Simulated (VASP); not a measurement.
# Sb2Se3: relaxation of cell and atoms with PBE

The system is Sb2Se3.

```xyz
10
Lattice="6.7694 0.0000 0.0000 0.0000 4.0410 0.0000 -0.8650 0.0000 10.9752" Properties=species:S:1:pos:R:3 pbc="T T T"
Sb    1.7134    1.0103    0.5253
Sb    0.3043    3.0308    3.8201
Sb    4.1910    3.0308   10.4499
Sb    5.6001    1.0103    7.1551
Se    6.0617    1.0103    1.5239
Se    2.6144    3.0308    2.2602
Se    1.3411    1.0103    5.3025
Se   -0.1573    3.0308    9.4513
Se    3.2899    1.0103    8.7150
Se    4.5633    3.0308    5.6727
```

The cell was built by a generator and needn't be a form met in nature.

```json
{"Program": "VASP 6.6.1", "Task": "relaxation of cell and atoms", "Functional": "PBE", "Potentials or basis": "VASP PAW PBE potentials, release 64 (Sb, Se)", "Cutoff": "520 eV", "k mesh": "6 × 8 × 4", "Occupations": "gaussian, width 0.1 eV", "Spin": "no spin polarisation", "Further INCAR settings": "ALGO = Normal; EDIFF = 1e-06; IBRION = 2; EDIFFG = -0.01; NSW = 90; ISIF = 3"}
```

| Item | Value |
| --- | --- |
| Relaxed volume | 31.07 Å³/atom |
| Relaxed cell | a = 7.452 Å, b = 4.065 Å, c = 10.262 Å, α = 90.00°, β = 88.53°, γ = 90.00° |
| Space group after relaxing (to 0.05 Å) | P2_1/m (No. 11) |
| Energy gained by relaxing | 16.8 meV/atom |
| Ionic steps | 79 |
| Pressure after relaxing | 0.0 GPa |
| Largest force after relaxing | 0.009 eV/Å |
| Band gap on the k mesh | 0.56 eV, indirect (least direct gap 0.68 eV) |

Forces on the atoms (eV/Å):
```
Sb   0.006  0.000  0.007
Sb   0.000  0.000  0.003
Sb  -0.006  0.000 -0.007
Sb   0.000  0.000 -0.003
Se  -0.003  0.000  0.001
Se  -0.003  0.000  0.004
Se   0.005  0.000  0.004
Se   0.003  0.000 -0.001
Se   0.003  0.000 -0.004
Se  -0.005  0.000 -0.004
```

Step by step:
| step | energy change (eV) | largest force (eV/Å) | pressure (GPa) | volume (Å³) |
| --- | --- | --- | --- | --- |
| 1 | 0.0000 | 0.0744 | 0.10 | 300.23 |
| 3 | -0.0032 | 0.0769 | -0.03 | 301.01 |
| 5 | -0.0105 | 0.0624 | 0.07 | 301.24 |
| 7 | -0.0127 | 0.0965 | 0.17 | 301.42 |
| 9 | -0.0187 | 0.1186 | -0.11 | 303.92 |
| 11 | -0.0204 | 0.1662 | -0.36 | 306.16 |
| 13 | -0.0255 | 0.1492 | -0.33 | 306.85 |
| 15 | -0.0437 | 0.1500 | -0.16 | 309.94 |
| 17 | -0.0514 | 0.2062 | 0.08 | 313.11 |
| 19 | -0.0648 | 0.1378 | -0.11 | 318.67 |
| 21 | -0.0767 | 0.1707 | 0.37 | 318.21 |
| 23 | -0.0896 | 0.1352 | 0.05 | 321.46 |
| 25 | -0.0933 | 0.1491 | -0.21 | 324.10 |
| 27 | -0.1105 | 0.1397 | -0.03 | 325.24 |
| 29 | -0.1138 | 0.1849 | 0.11 | 325.92 |
| 31 | -0.1293 | 0.1062 | -0.47 | 329.75 |
| 33 | -0.1407 | 0.1395 | 0.03 | 326.38 |
| 35 | -0.1488 | 0.0669 | -0.13 | 325.43 |
| 37 | -0.1506 | 0.0636 | 0.08 | 323.40 |
| 39 | -0.1535 | 0.0478 | -0.01 | 321.69 |
| 41 | -0.1552 | 0.0582 | 0.02 | 320.73 |
| 43 | -0.1565 | 0.0486 | -0.01 | 320.35 |
| 45 | -0.1567 | 0.0567 | -0.03 | 320.11 |
| 47 | -0.1583 | 0.0397 | -0.03 | 319.18 |
| 49 | -0.1598 | 0.0559 | 0.01 | 317.14 |
| 51 | -0.1623 | 0.0384 | 0.01 | 315.20 |
| 53 | -0.1627 | 0.0433 | -0.08 | 315.20 |
| 55 | -0.1647 | 0.0534 | 0.00 | 312.67 |
| 57 | -0.1655 | 0.0394 | -0.01 | 312.11 |
| 59 | -0.1659 | 0.0286 | 0.00 | 311.70 |
| 61 | -0.1664 | 0.0150 | 0.03 | 311.39 |
| 63 | -0.1665 | 0.0178 | -0.03 | 311.69 |
| 65 | -0.1668 | 0.0169 | 0.00 | 311.34 |
| 67 | -0.1671 | 0.0222 | 0.02 | 310.84 |
| 69 | -0.1673 | 0.0178 | -0.03 | 311.11 |
| 71 | -0.1676 | 0.0149 | -0.01 | 310.97 |
| 73 | -0.1677 | 0.0194 | 0.00 | 310.91 |
| 75 | -0.1679 | 0.0221 | 0.02 | 310.72 |
| 77 | -0.1680 | 0.0182 | -0.01 | 310.79 |
| 79 | -0.1682 | 0.0093 | 0.00 | 310.71 |

Final structure:
```
Sb Se
1.0
     7.44092    0.00000    0.40737
     0.00000    4.06451    0.00000
    -0.29866    0.00000   10.25727
Sb Se
4 6
Direct
  0.24462 0.25000 0.01863
  0.08495 0.75000 0.34907
  0.75538 0.75000 0.98137
  0.91505 0.25000 0.65093
  0.93214 0.25000 0.16479
  0.40173 0.75000 0.16323
  0.23343 0.25000 0.49993
  0.06787 0.75000 0.83521
  0.59827 0.25000 0.83677
  0.76657 0.75000 0.50007
```

Levels at points of the mesh, in eV from the valence-band top:
```csv
k point,band 24,band 25,band 26,band 27,band 28,band 29,band 30,band 31,band 32,band 33
"(0.00, 0.00, 0.00)",-1.22,-1.18,-1.13,-0.20,-0.13,0.73,1.33,1.80,1.94,2.13
"(0.50, 0.00, 0.00)",-1.14,-0.94,-0.64,-0.59,-0.28,0.91,1.58,1.61,2.14,2.26
"(0.00, 0.50, 0.00)",-1.38,-0.87,-0.87,-0.66,-0.66,2.05,2.05,2.26,2.26,2.64
"(0.50, 0.50, 0.00)",-1.56,-1.54,-1.54,-0.25,-0.25,1.64,1.64,2.35,2.35,2.54
"(0.00, 0.00, 0.50)",-1.17,-1.08,-0.90,-0.79,-0.28,0.56,0.93,1.52,1.63,1.78
"(0.50, 0.00, 0.50)",-1.05,-0.66,-0.66,-0.49,-0.26,0.60,1.53,1.57,2.46,2.48
"(0.00, 0.50, 0.50)",-1.56,-0.76,-0.76,-0.64,-0.64,1.68,1.68,2.27,2.27,2.82
"(0.50, 0.50, 0.50)",-1.42,-1.34,-1.34,-0.67,-0.67,1.30,1.30,2.23,2.23,2.31
```

Run time: 60 min on 8 MPI ranks on Intel(R) Xeon(R) 6975P-C (Granite Rapids) (shared host), peak memory 0.81 GiB a rank.

Caveat: spin-orbit coupling is left out, which moves the levels of the heavy elements. A k mesh can miss the band edges.
